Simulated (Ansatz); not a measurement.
## Frozen-phonon scan for ZnTe (zinc blende)

ZnTe (zinc blende)

```
CELL_PARAMETERS angstrom
      0.00000     6.17910     6.17910
      3.08955     3.08955     6.17910
      3.08955     3.08955     0.00000
ATOMIC_POSITIONS crystal
  Te 0.00000 0.75000 0.75000
  Te 0.50000 0.75000 0.75000
  Zn 0.00000 0.00000 0.00000
  Zn 0.50000 0.00000 0.00000
```

A phonon eigenvector at X = (0.5, 0.5, 0.0) is frozen into this cell: atom i moves by Q times the vector below, so Q is the largest atomic displacement, in Å. The cell is held. It is one choice among 2 degenerate patterns. (q is in reciprocal vectors of the primitive cell; the cell shown is doubled to hold the pattern.)

| atom | x | y | z |
|---|---|---|---|
| Te1 | -0.687 | 0.000 | 0.000 |
| Te2 | 0.687 | 0.000 | 0.000 |
| Zn3 | 0.000 | 1.000 | 0.000 |
| Zn4 | 0.000 | -1.000 | 0.000 |

Level of theory: PBE (plane waves to 420 eV, PAW, scalar-relativistic; Ansatz, a quantum-chemistry and plane-wave program). k mesh 9×9×9 (Γ-centred), Fermi-Dirac smearing 0.05 eV. E stands for the smeared free energy. Stress and pressure are positive under compression. Spin-orbit coupling is left out, though Te is heavy. ZnTe was relaxed with its symmetry unable to fall. The zero of ΔE is the undisplaced structure.

```json
[
 {"Q (Å)": "-0.280", "ΔE (meV/cell)": "1011", "P (GPa)": "5.06", "−dE/dQ from forces (eV/Å)": "7.615"},
 {"Q (Å)": "-0.233", "ΔE (meV/cell)": "690", "P (GPa)": "3.50", "−dE/dQ from forces (eV/Å)": "6.147"},
 {"Q (Å)": "-0.187", "ΔE (meV/cell)": "436", "P (GPa)": "2.23", "−dE/dQ from forces (eV/Å)": "4.786"},
 {"Q (Å)": "-0.140", "ΔE (meV/cell)": "242", "P (GPa)": "1.25", "−dE/dQ from forces (eV/Å)": "3.511"},
 {"Q (Å)": "-0.093", "ΔE (meV/cell)": "107", "P (GPa)": "0.56", "−dE/dQ from forces (eV/Å)": "2.303"},
 {"Q (Å)": "-0.047", "ΔE (meV/cell)": "27", "P (GPa)": "0.14", "−dE/dQ from forces (eV/Å)": "1.140"},
 {"Q (Å)": "0.000", "ΔE (meV/cell)": "0", "P (GPa)": "0.00", "−dE/dQ from forces (eV/Å)": "0.000"},
 {"Q (Å)": "0.047", "ΔE (meV/cell)": "27", "P (GPa)": "0.14", "−dE/dQ from forces (eV/Å)": "-1.140"},
 {"Q (Å)": "0.093", "ΔE (meV/cell)": "107", "P (GPa)": "0.56", "−dE/dQ from forces (eV/Å)": "-2.303"},
 {"Q (Å)": "0.140", "ΔE (meV/cell)": "242", "P (GPa)": "1.25", "−dE/dQ from forces (eV/Å)": "-3.511"},
 {"Q (Å)": "0.187", "ΔE (meV/cell)": "436", "P (GPa)": "2.23", "−dE/dQ from forces (eV/Å)": "-4.786"},
 {"Q (Å)": "0.233", "ΔE (meV/cell)": "690", "P (GPa)": "3.50", "−dE/dQ from forces (eV/Å)": "-6.147"},
 {"Q (Å)": "0.280", "ΔE (meV/cell)": "1011", "P (GPa)": "5.06", "−dE/dQ from forces (eV/Å)": "-7.615"}
]
```

Key numbers:

The energy at Q = 0.280 Å comes out as 1011 meV/cell. Space group of the distorted cell: C222_1 (No. 20), lowered from F-43m. Symmetry of the curve: even: the same for both signs. Shape of the curve: a single well with its minimum at or next to zero displacement. Harmonic wavenumber from the curvature (finite differences): 162 cm⁻¹. Wavenumber by perturbation theory (DFPT, on another k mesh): 162 cm⁻¹.

(A displaced cell: forces are minus the slopes of the energy, force constants its curvatures, and phonons follow from these.)
